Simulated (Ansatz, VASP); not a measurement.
# One calculation of K, two programs

```
K
1.0
     4.31044    0.00000    0.00000
     0.00000    4.31044    0.00000
     0.00000    0.00000    4.31044
K
1
Direct
  0.00000 0.00000 0.00000
```

This isn't the form of K at room conditions, which is bcc.

Alike in both runs: task single point; functional PBE; k mesh 4 × 4 × 4; occupations gaussian, width 0.1 eV; no spin polarisation.

|  | VASP | Ansatz |
| --- | --- | --- |
| version | VASP 6.6.1 | Ansatz 0.2.0 |
| potentials or method | VASP PAW PBE potentials, release 64 (K_sv) | scalar-relativistic, plane waves, PAW |
| plane-wave cutoff (eV) | 520 | 420 |
| valence electrons in the cell | 9 | 9 |

|  | VASP | Ansatz | Ansatz less VASP |
| --- | --- | --- | --- |
| gap on the k mesh at the Fermi level (eV) | none | none | - |
| pressure (GPa) | 0.0 | 0.0 | +0.01 |

A gap of «none» marks a metal or a gap that the smearing closes. With one functional, cell and mesh, what is left measures potentials, basis and numerics.

Caveats: the k mesh is coarse (spacing up to 0.36 Å⁻¹), so the values aren't converged.
